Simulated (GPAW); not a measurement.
Consider B on a P site (antisite) in BP (monolayer).

```
B P
1.0
    -8.02500    2.77994    0.00000
     1.60500   -8.33982    0.00000
     0.00000    0.00000   10.40000
B P
8 6
Cartesian
  -6.3090 -5.4975 5.2000
  -3.2100 0.0000 5.2000
  -6.4106 -0.0149 5.2000
  -1.5968 -2.7644 5.2000
  -4.8165 -2.9072 5.2000
  -0.0176 -5.5606 5.2000
  -3.3195 -5.4950 5.2000
  -4.8150 -4.6332 5.2000
  0.0382 -7.4346 5.2000
  -4.8156 0.9705 5.2000
  0.0082 -1.8145 5.2000
  -3.2477 -1.8757 5.2000
  -6.3905 -1.8798 5.2000
  -1.6426 -4.6455 5.2000
```

Absorber: atom 2, with 3 P at 1.88 Å (trigonal planar; 4.9 Å from the defect atom). Method: GPAW, PBE, excited-electron core hole (neutral cell), 14-atom cell with 8.5 Å between holes, 3×3×1 k points, dipole transitions, Gaussian full width 0.9 eV up to 4 eV, rising linearly to 3.5 eV at 25 eV.

Q: Where do the maxima of the B K edge fall?

Main maxima up to 21 eV above the zero (height): 0.3 eV (1.58), 3.5 eV (2.35), 6.6 eV (1.39), 9.2 eV (0.96), 12.9 eV (1.06) and 16.8 eV (0.89). A K edge sees empty p states; at this planar three-fold site the curve for the electric vector normal to the plane peaks at 0.3 eV, where it is mainly π* that absorbs: that direction carries over 70 % of the weight there. The total-energy difference is 192.95 eV. One term is added: -5.59 eV, since the hole is spin-paired here and a spin-polarised one costs that much less in the free atom (computed apart). The photon energy is then 187.36 eV. The functional leaves an error of a few eV in such absolute values.

The B K spectrum (energy from the lowest empty level; intensity scaled to a mean of 1 over the first 20 eV):

```tsv
E (eV)	isotropic	ε ∥ x	ε ∥ z
-2.0	0.00	0.00	0.00
-1.4	0.00	0.00	0.00
-0.8	0.06	0.00	0.17
-0.2	0.75	0.00	2.24
0.4	1.58	0.00	4.75
1.0	0.78	0.00	2.35
1.6	0.49	0.04	1.40
2.2	0.51	0.61	0.31
2.8	1.51	1.85	0.83
3.4	2.35	2.91	1.24
4.0	1.74	2.31	0.59
4.6	1.43	1.35	1.58
5.2	1.05	1.04	1.06
5.8	1.17	1.60	0.31
6.4	1.38	1.73	0.70
7.0	1.31	1.41	1.12
7.6	0.96	1.01	0.86
8.2	0.80	0.88	0.64
8.8	0.92	1.09	0.58
9.4	0.95	1.13	0.59
10.0	0.89	0.95	0.78
10.6	0.87	0.83	0.95
11.2	0.87	0.82	0.97
11.8	0.92	0.88	1.00
12.4	1.02	0.98	1.10
13.0	1.05	1.03	1.11
13.6	0.99	0.97	1.05
14.2	0.89	0.85	0.95
14.8	0.79	0.78	0.81
15.4	0.77	0.82	0.67
16.0	0.82	0.93	0.60
16.6	0.88	1.03	0.57
17.2	0.87	1.02	0.57
17.8	0.78	0.88	0.57
18.4	0.66	0.69	0.59
19.0	0.56	0.52	0.62
19.6	0.51	0.45	0.63
20.2	0.52	0.46	0.63
20.8	0.57	0.54	0.63
21.4	0.64	0.65	0.62
```

The cell shows no gap over 0.35 eV; the host's own band filling, the defect's levels or the functional may be the cause. The first peak sits at the Fermi energy, where the partly filled level is cut, so its height is uncertain. Some eV above the zero the states pass the vacuum level, and features normal to the sheet may then be states of the box. In so small a cell the defects form an ordered array, and no site is far from one. The mesh is coarse (0.28 Å⁻¹ between points), so small maxima may be mesh ripples.

[Banner, clock and machine lines of the logs are left out without a mark of their own.]

[Logs are printed without paths, hosts, clocks, repeated set-up lines and the standing remarks that a program may print on its own settings, such as how far it seeks lower states.]

[Hosts, paths, dates, database ids (printed as entryN), source tags and the programs' standing remarks are cut or masked in the printed files.]

[Lists of maxima count a maximum above −3 eV only where it reaches 4 % of the highest in the window and stands out from its surroundings by 2 % of it (1.5 % where it reaches 55 %); shoulders and weaker maxima are passed over, and of the rest the first, up to two pre-edge ones and the few strongest are named.]
